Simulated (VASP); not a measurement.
Input of a VASP 6.6.1 run:

The input INCAR:

```
PREC = Accurate ; ENCUT = 600
EDIFF = 1E-7 ; ISMEAR = 0
SIGMA = 0.03 ; LREAL = False
LASPH = True ; NELM = 80
ALGO = Normal ; ISIF = 3
LWAVE = False ; LCHARG = False
GGA = PS ; IBRION = 2
NSW = 90 ; EDIFFG = -0.005
```

File KPOINTS:

```
Automatic mesh
0
Gamma
  8 8 8
```

Contents of POSCAR:

```
RbBr                                    
1.0
    0.0000000000      3.4270000000      3.4270000000
    3.4270000000      0.0000000000      3.4270000000
    3.4270000000      3.4270000000      0.0000000000
  Rb              Br            
     1     1
Direct
     0.0000000000000000    0.0000000000000000    0.0000000000000000
     0.5000000000000000    0.5000000000000000    0.5000000000000000
```

Potentials or basis: VASP PAW PBE potentials, release 64 (Rb_sv, Br).

Run with:

```sh
$ cat potpaw_PBE.64/Rb_sv/POTCAR potpaw_PBE.64/Br/POTCAR > POTCAR
$ mpirun -np 1 vasp_std > vasp.out
```

(1) Estimate the relaxed volume.

(2) What does it give for the relaxed cell?

(3) What does it give for the space group after relaxing (to 0.05 Å)?

Results:

(1) 40.21 Å³/atom.

(2) a = 4.845 Å, b = 4.845 Å, c = 4.845 Å, α = 60.00°, β = 60.00°, γ = 60.00°.

(3) Fm-3m (No. 225).

Caveat: the PAW data sets were made with another functional, which shifts forces and pressure a little.
